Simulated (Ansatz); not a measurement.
**SiO2: a line through an energy map**

Aim: follow the energy of SiO₂ (P4_2/mnm, No. 136; 6 atoms in the cell) along one coordinate, volume per atom, with the other held at c/a of the conventional cell = 0.616.

Method: DFT PBE, scalar-relativistic, plane waves, PAW, in Ansatz 0.2.0.

42 further runs of the same task are left out: 42 set aside as unsound or not needed. Runs told in other sessions of the task aren't counted.

### Step 1. The starting structure

Symmetry: P4_2/mnm, No. 136, tetragonal system. The conventional cell has a = 4.236 Å, b = 4.236 Å, c = 2.690 Å, α = 90.00°, β = 90.00°, γ = 90.00°. Si (site symmetry mmm) is surrounded by 6 O at 1.77 to 1.84 Å. O (site symmetry m2m) has 3 Si at 1.77 to 1.84 Å in its first shell of neighbours.

Structure file:

```xyz
6
Lattice="4.2359 0.0000 0.0000 0.0000 4.2359 0.0000 0.0000 0.0000 2.6898" Properties=species:S:1:pos:R:3 pbc="T T T"
Si    2.1179    2.1179    1.3449
Si    0.0000    0.0000    0.0000
O     2.9355    2.9355    0.0000
O     0.8176    3.4183    1.3449
O     1.3004    1.3004    0.0000
O     3.4183    0.8176    1.3449
```

It goes back to an entry of the Materials Project, which need not be the stable form.

This cell was relaxed beforehand with the same method: volume 8.04 Å³/atom, gap on the mesh 5.05 eV.

### Step 2. The scan

The energy is mapped over volume and the cell's shape.

The axes are (1) volume per atom: 9 values from 6.757 to 9.331 Å³; (2) c/a of the conventional cell: 9 values from 0.563 to 0.716.

Nothing else is relaxed (fractional coordinates fixed). Energies count from the relaxed crystal. Points are written as (first, second).

### Step 3. Point (6.757 Å³, 0.616)

Input file input.yaml:

```yaml
crystal:
  lattice:
    - [4.0372407996, 0.0, 0.0]
    - [0.0, 4.0372407996, 0.0]
    - [0.0, 0.0, 2.4873440567]
  atoms:
    - { symbol: Si, position: [0.5, 0.5, 0.5] }
    - { symbol: Si, position: [0.0, 0.0, 0.0] }
    - { symbol: O, position: [0.6930127928, 0.6930127928, 0.0] }
    - { symbol: O, position: [0.1930127928, 0.8069872072, 0.5] }
    - { symbol: O, position: [0.3069872072, 0.3069872072, 0.0] }
    - { symbol: O, position: [0.8069872072, 0.1930127928, 0.5] }
basis:
  ecutwfc: 520.0
kpoints:
  mp_grid: { grid: [6, 6, 10] }
hamiltonian:
  xc: pbe
  pseudopotentials: { kind: paw, azcp: { folder: soft_1 } }
scf:
  occupations: { method: gaussian, width: 0.05 }
output:
  forces: true
  stress: true
  eigenvalues: true
```

Run with:

```bash
$ ansatz run input.yaml --threads 2 --pin off --max-ram 4096MiB --backend cpu --events-out ev --progress --plain --runs-dir out
```

Further runs follow: the other points of the line.

What does the calculation give? Wanted: for each run, volume per atom; energy; slope; pressure; largest force on an atom.

The runs gave:

| volume per atom (Å³) | step | energy (meV/atom) | slope (meV/atom per Å³) | pressure (GPa) | band gap on the k-mesh (eV) | largest force on an atom (eV/Å) |
| --- | --- | --- | --- | --- | --- | --- |
| 6.757 | 3 | 283 | −484 | 77 | 7.83 | 1.52 |
| 7.078 | 4 | 154 | −326 | 52 | 7.54 | 0.99 |
| 7.400 | 5 | 70 | −198 | 32 | 6.67 | 0.53 |
| 7.722 | 6 | 23 | −95 | 15 | 5.88 | 0.13 |
| 8.044 | 7 | 7 | −11 | 2 | 5.16 | 0.22 |
| 8.365 | 8 | 15 | 58 | −9 | 4.50 | 0.52 |
| 8.687 | 9 | 43 | 113 | −18 | 3.89 | 0.78 |
| 9.009 | 10 | 87 | 158 | −25 | 3.33 | 1.01 |
| 9.331 | – | 144 | 194 | −31 | 2.81 | 1.21 |

Energies count from the relaxed crystal. Rows without a step come from runs not printed here or follow by symmetry. Slopes come from the forces (and the stress, where the cell changes), not from differences of energies.

In words: The lowest point computed on the line is at 8.044 Å³, 7 meV/atom from the zero. A fit to energies and slopes at the lowest point and its two neighbours puts the minimum at 8.0885 Å³, with a curvature of about 230 meV/atom per (Å³)². V·d²E/dV² there is about 300 GPa, a bulk modulus under this line's constraint. The well is lopsided: two grid steps out, the energy rises by 63 meV/atom towards smaller values and 36 meV/atom towards larger ones. The highest point computed, at 6.757 Å³, lies 276 meV/atom above the lowest. This is one cut through a surface in two coordinates; the map's lowest point lies off it. A rigid map gives upper bounds: relaxing the other coordinates can only lower a point.

These are semilocal Kohn-Sham gaps, which aren't the measured quantity. Such gaps usually fall short of the measured ones.
